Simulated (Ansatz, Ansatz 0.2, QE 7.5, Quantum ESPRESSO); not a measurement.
# Lattice parameter of the spinel CdCr₂Se₄ from PBEsol, PBEsol+U and r2SCAN-D4

## Reference data

The reference is the cubic cell edge of CdCr₂Se₄ from a diffraction structure determination: "Electron density distribution in Cd Cr2 S and Cd Cr2 Se4 crystals: accurate X-ray diffraction study." (Kristallografiya 36 612 1991; Crystallography Open Database). The volume per atom follows from the same edge and is no second measurement. No temperature is given with the value. We presume that the crystal was at room temperature, which would put it in the paramagnetic state, since magnetic order is quoted only below 130 K (arxiv:cond-mat/0701080). Our calculations describe a ferromagnetically ordered crystal instead, so the comparison may include a small magnetic contribution to the volume as well as the thermal one.

| compared with | measured | method |
| --- | --- | --- |
| a (Å) | 10.731 | structure determination by diffraction |
| volume per atom (Å³) | 22.0665 | from the measured cell |

Conditions are those given with the value in the passage it was taken from; "not stated" means there, and the paper may say more elsewhere. The values are a selection: others may have been left out beforehand as unlike or outlying.

## Method

We look for the cheapest level of theory that gives the lattice parameter within 0.5 % and the volume per atom within 1.5 %. The first limit is about 0.05 Å on the edge. It is narrow enough to expose the usual overbinding or underbinding of a functional, yet not so narrow that the neglected motion of the atoms alone decides the outcome. The second limit is the same demand expressed as a volume, and adds no independent test.

The model is the 14-atom primitive cell of the normal spinel, started ferromagnetic, with the cell edge and the free selenium coordinate relaxed in the cubic space group. The result is a static lattice at zero pressure. Zero-point and thermal expansion, which we put roughly at a few tenths of a per cent in length for a selenide of this kind, are contained in the measured edge, so a sound static value should lie slightly below it.

We begin with a semilocal functional on a coarse k-mesh and then refine the mesh. A treatment of the chromium d electrons beyond that, or a dearer functional, comes in if the cell calls for it. The level on which the verdict rests is to be checked with other potentials where possible.

System: Cr2CdSe4; Fd-3m (no. 227), 14 atoms in the primitive cell; every run starts from the measured structure; structure from the Crystallography Open Database.

On the selection of runs and values: Further runs on this system are not shown.

## 1. PBEsol on a coarse mesh

PBEsol costs about as much as LDA and was designed for the equilibrium volumes of solids, which makes it a sensible entry point. A 3×3×3 mesh keeps the first relaxation light. CdCr₂Se₄ is a semiconductor, so we expect the mesh to matter little for the cell edge, but this has to be tested before the functional is judged. We expect an edge somewhat below the measured one and a moment near 12 μB per primitive cell, three for each of the four Cr³⁺ ions.

**Run 1.** Ansatz 0.2: PBEsol, Ansatz with its PAW files, ferromagnetic start, cell and ions relaxed, cutoff 420 eV, k-mesh 3×3×3, smearing 0.05 eV, scf.mixing.algorithm = "broyden", scf.mixing.beta = 0.7, kpoints.mp_grid.grid = [3, 3, 3] (PAW set soft_1 (PAW files made with PBE)).

Key lines of the input:
```
crystal:
  lattice:
    - [0.0, 5.3655, 5.3655]
    - [5.3655, 0.0, 5.3655]
    - [5.3655, 5.3655, 0.0]
  atoms:
    - { symbol: Cr, position: [0.125, 0.125, 0.125], spin: 3.0 }
    - { symbol: Cr, position: [0.625, 0.125, 0.125], spin: 3.0 }
    - { symbol: Cr, position: [0.125, 0.125, 0.625], spin: 3.0 }
    - { symbol: Cr, position: [0.125, 0.625, 0.125], spin: 3.0 }
    - { symbol: Cd, position: [0.75, 0.75, 0.75] }
    - { symbol: Cd, position: [0.5, 0.5, 0.5] }
    - { symbol: Se, position: [0.8892, 0.8892, 0.8892] }
    - { symbol: Se, position: [0.9176, 0.3608, 0.3608] }
    - { symbol: Se, position: [0.8892, 0.8892, 0.3324] }
    - { symbol: Se, position: [0.3608, 0.9176, 0.3608] }
    - { symbol: Se, position: [0.3324, 0.8892, 0.8892] }
    - { symbol: Se, position: [0.3608, 0.3608, 0.3608] }
    - { symbol: Se, position: [0.8892, 0.3324, 0.8892] }
    - { symbol: Se, position: [0.3608, 0.3608, 0.9176] }
magnetization:
  spin_polarized: true
kpoints:
  mp_grid: { grid: [3, 3, 3] }
scf:
  occupations: { method: fermi_dirac, width: 0.05 }
  mixing: { algorithm: broyden, beta: 0.7 }
hamiltonian:
  xc: pbesol
  pseudopotentials: { kind: paw, azcp: { folder: soft_1 }, xc_functional: pbe }
relax:
  f_tol: 0.01
  max_steps: 60
  cell: { stress_tol: 0.02 }
output:
  forces: true
  stress: true
```

Command:
```
ansatz run input.yaml --threads 4 --pin off --max-ram 8192MiB --backend cpu --events-out ev --progress --plain --runs-dir out
```

Selected lines of the output:
```
relax step   4: F+E_penalty+E_count = -73165.80552242 eV  max|allowed force component| = 1.921e-5 eV/Å  Δτ_max = 0.0004 Å  P = -0.014 GPa  Ω = 304.277 …
relax step   5: F+E_penalty+E_count = -73165.80485441 eV  max|allowed force component| = 5.250e-5 eV/Å  Δτ_max = 0.0000 Å  P = -0.012 GPa  Ω = 304.277 …
```

Converged; 32 s on 4 cores of Intel Xeon Platinum 8488C (Sapphire Rapids), shared host.

| quantity | run 1 | measured | deviation |
| --- | --- | --- | --- |
| a (Å) | 10.677 | 10.731 | −0.054 (−0.5 %) |
| volume per atom (Å³) | 21.734 | 22.0665 | −0.332 (−1.5 %) |
| moment (μB) | 11.96 |  |  |
| largest shift (Å) | 0.0222 |  |  |
| pressure (GPa) | −0.0122 |  |  |

The relaxed edge is 0.054 Å short of the measured one. That is a narrow miss of the 0.5 % limit, and the volume, which carries the same information, narrowly misses its own. The sign is the one we expected for a static lattice, but the margin is too thin to judge PBEsol on a mesh that has not been tested.

The moment of 11.96 μB is close to the 12 μB of four Cr³⁺ ions. The small deficit from an integer would fit a narrow gap, or a slight band overlap, combined with the electronic smearing. In either case the k-mesh could matter more than we assumed for a semiconductor.

## 2. The same functional on a denser mesh

We repeat the PBEsol relaxation with a 5×5×5 mesh, keeping the potentials, cutoff and smearing. The first relaxation took about half a minute, so the denser mesh is affordable. We expect a change in the edge of a few thousandths of an ångström at most, but even that could move the result across the limit.

**Run 2.** Ansatz 0.2: PBEsol, Ansatz with its PAW files, ferromagnetic start, cell and ions relaxed, cutoff 420 eV, k-mesh 5×5×5, smearing 0.05 eV (PAW set soft_1 (PAW files made with PBE)).

Key lines of the input, as changed from run 1:
```diff
  kpoints:
-   mp_grid: { grid: [3, 3, 3] }
+   mp_grid: { grid: [5, 5, 5] }
  scf:
-   mixing: { algorithm: broyden, beta: 0.7 }
```

Selected lines of the output:
```
relax step   4: F+E_penalty+E_count = -73165.83780493 eV  max|allowed force component| = 5.122e-5 eV/Å  Δτ_max = 0.0003 Å  P = -0.013 GPa  Ω = 304.158 …
relax step   5: F+E_penalty+E_count = -73165.83705344 eV  max|allowed force component| = 8.650e-5 eV/Å  Δτ_max = 0.0000 Å  P = -0.011 GPa  Ω = 304.158 …
```

Converged; 70 s, same machine.

| quantity | run 2 | measured | deviation |
| --- | --- | --- | --- |
| a (Å) | 10.675 | 10.731 | −0.056 (−0.5 %) |
| volume per atom (Å³) | 21.726 | 22.0665 | −0.341 (−1.5 %) |
| moment (μB) | 11.99 |  |  |
| largest shift (Å) | 0.0220 |  |  |
| pressure (GPa) | −0.0111 |  |  |

The denser mesh shortens the edge by only 0.002 Å, so the coarse mesh did not cause the shortfall. The moment moves to 11.99 μB, closer still to the value for four Cr³⁺ ions. PBEsol remains a narrow miss on both limits, at more than twice the computing time of the first run. For the cell edge alone, the coarser mesh would have served.

The remaining distance to the limit is a few thousandths of an ångström, and a different set of potentials could shift the edge by as much. The PAW files were generated with PBE, which is one more reason to test them before the functional is blamed.

## 3. PBEsol with independent potentials

We repeat the PBEsol relaxation in Quantum ESPRESSO with the GBRV ultrasoft potentials, on the same 5×5×5 mesh and with the same smearing. This changes the program, the potentials and the basis together, so it tests the whole numerical set-up and cannot isolate one part of it. We expect an edge within about 0.02 Å of the PAW result, which could fall on either side of the limit.

**Run 3.** QE 7.5: PBEsol, Quantum ESPRESSO with GBRV 1.5 ultrasoft, ferromagnetic start, cell and ions relaxed, cutoff 544 eV, k-mesh 5×5×5, smearing 0.05 eV, density cutoff 3265 eV.

Key lines of the input:
```
&control
  calculation = 'vc-relax'
  forc_conv_thr = 3.89e-04
  etot_conv_thr = 1.0e-4
  nstep = 60
/
&system
  ecutwfc = 40
  ecutrho = 240
  occupations = 'smearing'
  smearing = 'fd'
  degauss = 0.00367
  nspin = 2
  starting_magnetization(1) = 0.60
/
&electrons
  conv_thr = 7.0e-08
  mixing_beta = 0.4
  electron_maxstep = 120
/
&ions
/
&cell
  press_conv_thr = 0.15
/
ATOMIC_SPECIES
  Cr 51.996 cr_pbesol_v1.5.uspp.F.UPF
  Cd 112.414 cd_pbesol_v1.uspp.F.UPF
  Se 78.971 se_pbesol_v1.uspp.F.UPF
[... cell and positions ...]
K_POINTS automatic
  5 5 5 0 0 0
```

Command:
```
OMP_NUM_THREADS=1 mpirun -n 4 pw.x -nk 4 -in pw.in > pw.x.log
```

Selected lines of the output:
```
     bfgs converged in   7 scf cycles and   6 bfgs steps
     absolute magnetization    =    13.83 Bohr mag/cell
     absolute magnetization    =    13.83 Bohr mag/cell
     absolute magnetization    =    13.83 Bohr mag/cell
     absolute magnetization    =    13.83 Bohr mag/cell
          total   stress  (Ry/bohr**3)                   (kbar)     P=       -0.10
```

Converged; 12 min, same machine.

| quantity | run 3 | measured | deviation |
| --- | --- | --- | --- |
| a (Å) | 10.680 | 10.731 | −0.051 (−0.5 %) |
| volume per atom (Å³) | 21.751 | 22.0665 | −0.315 (−1.4 %) |
| moment (μB) | 11.99 |  |  |
| largest shift (Å) | 0.0237 |  |  |
| pressure (GPa) | −0.0100 |  |  |

With the GBRV potentials, the PBEsol edge is 10.680 Å, 0.005 Å longer than with the PAW files. The two set-ups agree to about a twentieth of a per cent, but the limit lies between them: this result narrowly passes on edge and volume, while the PAW result on the same mesh narrowly misses both. We therefore leave PBEsol undecided against the target. The potentials do not account for most of the shortfall of about 0.05 Å, which is common to both calculations.

The total moment is again 11.99 μB. The absolute magnetization is larger, 13.83 μB, so part of the cell carries spin density opposite to the chromium moments, as covalent bonding with selenium would produce.

## 4. A Hubbard term on chromium

A semilocal functional tends to delocalise the chromium 3d electrons and to make the Cr–Se bond too covalent. We add a U of 3.5 eV on chromium to the PAW calculation on the 5×5×5 mesh, which addresses this at little extra cost in principle. We expect a longer edge, by a few hundredths of an ångström, which would bring the result clear of the limit. A dispersion correction is a less suitable next step, since its added attraction would normally shorten an edge that is already short.

**Run 4.** Ansatz 0.2: PBEsol+U (U Cr 3.5 eV), Ansatz with its PAW files, ferromagnetic start, cell and ions relaxed, cutoff 420 eV, k-mesh 5×5×5, smearing 0.05 eV (PAW set soft_1 (PAW files made with PBE)).

Key lines of the input:
```
kpoints:
  mp_grid: { grid: [5, 5, 5] }
scf:
  occupations: { method: fermi_dirac, width: 0.05 }
hamiltonian:
  xc: pbesol
  pseudopotentials: { kind: paw, azcp: { folder: soft_1 }, xc_functional: pbe }
  hubbard:
    sites: [{ species: Cr, l: d, u_eff: 3.5 }]
    projectors: ortho-atomic
relax:
  f_tol: 0.01
  max_steps: 60
  cell: { stress_tol: 0.02 }
output:
  forces: true
  stress: true
```

Selected lines of the output:
```
relax step   1: F+E_penalty+E_count = -73157.92721195 eV  max|allowed force component| = 1.910e-2 eV/Å  Δτ_max = 0.0000 Å  P = +1.133 GPa  Ω = 308.930 …
relax step   5: F+E_penalty+E_count = -73157.94567950 eV  max|allowed force component| = 3.330e-4 eV/Å  Δτ_max = 0.0000 Å  P = +0.004 GPa  Ω = 314.031 …
Free energy (F): -73157.945680 eV
```

Converged; 97 s, same machine. Warnings: end_state_compared (in short: Reports whether a relaxation's final electronic state was checked against a single-point calculation at the relaxed geometry, which may find a lower state, or why that check was not made).

| quantity | run 4 | measured | deviation |
| --- | --- | --- | --- |
| a (Å) | 10.790 | 10.731 | +0.059 (+0.5 %) |
| volume per atom (Å³) | 22.431 | 22.0665 | +0.364 (+1.7 %) |
| moment (μB) | 12.00 |  |  |
| largest shift (Å) | 0.0054 |  |  |
| pressure (GPa) | 0.0035 |  |  |

The Hubbard term lengthens the edge by roughly 0.11 Å, well beyond the few hundredths we expected, and carries it past the measured value. The edge is now 0.059 Å too long. This is a narrow miss on the other side, and the volume misses as well. The cell clearly responds to the Hubbard term on chromium, but U = 3.5 eV overcorrects the PBEsol edge. Choosing a smaller U to match the measured edge would be a fit to the reference, not a test of the level.

The selenium position behaves differently. Its shift from the diffraction structure falls from 0.0220 Å with PBEsol to 0.0054 Å with U, so the internal coordinate improves while the edge does not.

The warning concerns the check of the final electronic state against a single-point calculation, which may find a lower state. The moment of 12.00 μB is that of four Cr³⁺ ions and gives no hint of a wrong state, though it cannot exclude a lower one with the same moment.

## 5. A third potential set and a meta-GGA

Two questions remain, and they decide together whether the cheap functional is enough. The first is on which side of the limit PBEsol falls, so we repeat it with the norm-conserving PseudoDojo potentials on the same mesh. The second is whether a dearer functional does better without a chosen U. For this we take r2SCAN-D4, which reduces the self-interaction error of a GGA and adds dispersion. We expect PBEsol to stay within about 0.01 Å of its two earlier edges, and r2SCAN-D4 to fall between PBEsol and PBEsol+U.

**Run 5.** QE 7.5: PBEsol, Quantum ESPRESSO with PseudoDojo 0.4.1 norm-conserving, ferromagnetic start, cell and ions relaxed, cutoff 1143 eV, k-mesh 5×5×5, smearing 0.05 eV, one cutoff for all elements, untested, density cutoff 4572 eV.

Key lines of the input, as changed from run 3:
```diff
  &system
-   ecutwfc = 40
-   ecutrho = 240
+   ecutwfc = 84
+   ecutrho = 336
  ATOMIC_SPECIES
-   Cr 51.996 cr_pbesol_v1.5.uspp.F.UPF
-   Cd 112.414 cd_pbesol_v1.uspp.F.UPF
-   Se 78.971 se_pbesol_v1.uspp.F.UPF
+   Cr 51.996 Cr.upf
+   Cd 112.414 Cd.upf
+   Se 78.971 Se.upf
```

Selected lines of the output:
```
     absolute magnetization    =    16.26 Bohr mag/cell
     absolute magnetization    =    18.80 Bohr mag/cell
     absolute magnetization    =    15.39 Bohr mag/cell
[...]
     new unit-cell volume =   2061.78171 a.u.^3 (   305.52453 Ang^3 )
     absolute magnetization    =    14.01 Bohr mag/cell
     absolute magnetization    =    13.96 Bohr mag/cell
     absolute magnetization    =    13.98 Bohr mag/cell
     absolute magnetization    =    13.96 Bohr mag/cell
     absolute magnetization    =    13.96 Bohr mag/cell
[ended: limit 1050 s]
```

Cut off at its time limit; 18 min, same machine.

**Run 6.** Ansatz 0.2: r2SCAN-D4, Ansatz with its PAW files, ferromagnetic start, cell and ions relaxed, cutoff 500 eV, k-mesh 5×5×5, smearing 0.05 eV (PAW set soft_1).

Key lines of the input, as changed from run 2:
```diff
  hamiltonian:
-   xc: pbesol
-   pseudopotentials: { kind: paw, azcp: { folder: soft_1 }, xc_functional: pbe }
+   xc: r2scan
+   pseudopotentials: { kind: paw, azcp: { folder: soft_1 } }
+   dispersion: d4
```

Selected lines of the output:
```
relax step   4: F+E_penalty+E_count = -73906.24193104 eV  max|allowed force component| = 8.214e-4 eV/Å  Δτ_max = 0.0009 Å  P = +0.012 GPa  Ω = 311.774 …
relax step   5: F+E_penalty+E_count = -73906.24287912 eV  max|allowed force component| = 8.205e-4 eV/Å  Δτ_max = 0.0000 Å  P = +0.013 GPa  Ω = 311.774 …
```

Converged; 2.1 min, same machine.

| quantity | run 5 | run 6 | measured |
| --- | --- | --- | --- |
| a (Å) | – | 10.764 | 10.731 |
| volume per atom (Å³) | – | 22.270 | 22.0665 |
| moment (μB) | – | 12.00 |  |
| largest shift (Å) | – | 0.0048 |  |
| pressure (GPa) | – | 0.0132 |  |

The r2SCAN-D4 edge of 10.764 Å is 0.033 Å, or 0.3 %, longer than the measured one, and the volume is 0.9 % too large. Both are within the limits. The edge falls between those of PBEsol and PBEsol+U, as we had expected, and the selenium atoms move by only 0.0048 Å from the diffraction structure, about as little as with the Hubbard term. The functional, the dispersion term and the cutoff were changed together, so their separate effects on the edge are not shown in this report. This level has no check with other potentials or a higher cutoff in this report.

The PBEsol relaxation with the norm-conserving potentials reached its time limit before it converged. The cell in its log is an intermediate one and gives no third value for the edge. PBEsol therefore stays undecided, with one set-up on each side of the limit.

## Comparison with experiment

| run | settings | a (Å) | deviation | volume per atom (Å³) | deviation | cost | status |
| --- | --- | --- | --- | --- | --- | --- | --- |
| 1 | Ansatz: PBEsol, Ansatz with its PAW files, cutoff 420 eV, k-mesh 3×3×3, smearing 0.05 eV, scf.mixing.algorithm = "broyden", scf.mixing.beta = 0.7 | 10.677 | −0.054 (−0.5 %) | 21.734 | −0.332 (−1.5 %) | 2.1 core-min |  |
| 2 | Ansatz: PBEsol, Ansatz with its PAW files, cutoff 420 eV, k-mesh 5×5×5, smearing 0.05 eV (PAW set soft_1 (PAW files made with PBE)) | 10.675 | −0.056 (−0.5 %) | 21.726 | −0.341 (−1.5 %) | 4.7 core-min |  |
| 3 | QE: PBEsol, Quantum ESPRESSO with GBRV 1.5 ultrasoft, cutoff 544 eV, k-mesh 5×5×5, smearing 0.05 eV, density cutoff 3265 eV | 10.680 | −0.051 (−0.5 %) | 21.751 | −0.315 (−1.4 %) | 48 core-min |  |
| 4 | Ansatz: PBEsol+U (U Cr 3.5 eV), Ansatz with its PAW files, cutoff 420 eV, k-mesh 5×5×5, smearing 0.05 eV (PAW set soft_1 (PAW files made with PBE)) | 10.790 | +0.059 (+0.5 %) | 22.431 | +0.364 (+1.7 %) | 6.5 core-min |  |
| 5 | QE: PBEsol, cutoff 1143 eV, k-mesh 5×5×5, smearing 0.05 eV, one cutoff for all elements, untested, density cutoff 4572 eV | – |  | – |  | 70 core-min | cut off at its time limit |
| 6 | Ansatz: r2SCAN-D4, Ansatz with its PAW files, cutoff 500 eV, k-mesh 5×5×5, smearing 0.05 eV (PAW set soft_1) | 10.764 | +0.033 (+0.3 %) | 22.270 | +0.203 (+0.9 %) | 8.4 core-min |  |
|  | measured | 10.731 |  | 22.0665 |  |  |  |

Further runs on the same system, made beside this series (convergence steps with loose settings among them):

| further | settings | a (Å) | deviation | volume per atom (Å³) | deviation | cost |
| --- | --- | --- | --- | --- | --- | --- |
| F1 | Ansatz: PBEsol-D3(BJ), Ansatz with its PAW files, cutoff 420 eV, k-mesh 5×5×5, smearing 0.05 eV (PAW set soft_1 (PAW files made with PBE)) | 10.544 | −0.187 (−1.7 %) | 20.933 | −1.133 (−5.1 %) | 5.2 core-min |
| F2 | Ansatz: LDA, Ansatz with its PAW files, cutoff 420 eV, k-mesh 5×5×5, smearing 0.05 eV (PAW set soft_1 (PAW files made with PBE)) | 10.552 | −0.179 (−1.7 %) | 20.982 | −1.085 (−4.9 %) | 4.9 core-min |
|  | measured | 10.731 |  | 22.0665 |  |  |

## Discussion

r2SCAN-D4 meets the target, with an edge 0.3 % and a volume 0.9 % above the measured values, at 8.4 core-minutes. It is the cheapest level shown that passes clearly. PBEsol costs about half as much but stays undecided, since its two converged potential sets on the 5×5×5 mesh fall on either side of the limit.

The r2SCAN-D4 pass holds for the static cell compared directly with the measured one. Thermal and zero-point expansion, roughly a few tenths of a per cent in length, would lengthen an edge that is already too long and could use up the margin. The same allowance would bring PBEsol closer to experiment and PBEsol+U further away. The pass may therefore rest partly on neglected expansion, and does not show that r2SCAN-D4 describes the bonding better.

The change of potentials and the Hubbard term told us most. The first showed that PBEsol's shortfall is mainly not a matter of potentials, the second how strongly the cell responds to the treatment of the chromium d electrons. The coarse mesh cost little, and its slightly smaller deviation is chance. The norm-conserving run used 70 core-minutes without giving a value. Adding D3(BJ) to PBEsol shortens the edge by roughly 0.13 Å, which supports our decision to pass over it, and LDA is also 1.7 % short at no real saving.

Another database entry agrees with the reference edge within 0.3 %, so a gross error there is unlikely. The effect of paramagnetic disorder on the edge is not shown in this report, nor is a check of the r2SCAN-D4 edge with other potentials or a higher cutoff, so the pass rests on a single set-up.

[Logs are printed without paths, hosts, clocks, repeated set-up lines and the standing remarks that a program may print on its own settings, such as how far it seeks lower states.]

[The runs shown are a pick from a larger set of finished runs; failed, doubtful and other runs were left out of it ahead of writing. So were measured values far from every level or from commonly accepted values, and agreement can look better than it is. Lines of input and output are excerpts and may be shortened.]
